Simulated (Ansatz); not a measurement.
Runs of Ansatz 0.2.0 on Co. The structure is trigonal, space group P-3m1 (No. 164). The conventional cell has a = 2.487 Å, b = 2.487 Å, c = 4.063 Å, α = 90.00°, β = 90.00°, γ = 120.00°. Co (site symmetry 3m) is surrounded by 12 Co at 2.42 to 2.55 Å.

```tsv
spin	k mesh	gap on the mesh (eV)	pressure (GPa)	moment (μB)	largest force (eV/Å)
non-collinear, random start	9 × 9 × 5	none	-0.7	3.10	0.50
collinear, ferromagnetic start	12 × 12 × 7	none	0.8	3.27	0.49
off	12 × 12 × 7	none	(a)	-	0.60
collinear, antiferromagnetic start	12 × 12 × 7	none	0.8	3.27	0.49
collinear, random start	12 × 12 × 7	none	0.8	3.27	0.49
collinear, ferrimagnetic start	12 × 12 × 7	none	0.8	3.27	0.49
```

Alike in all rows: task single point; level PBE; potentials or basis Ansatz PAW; cell as given; cutoff (eV) 420; smearing fermi-dirac 0.05 eV.

Question: Fill in the values left out.

Answer: (a) -10.9.

Caveats: the starting moments weren't kept (some runs).

A gap of «none» marks a metal or a gap under the smearing width.
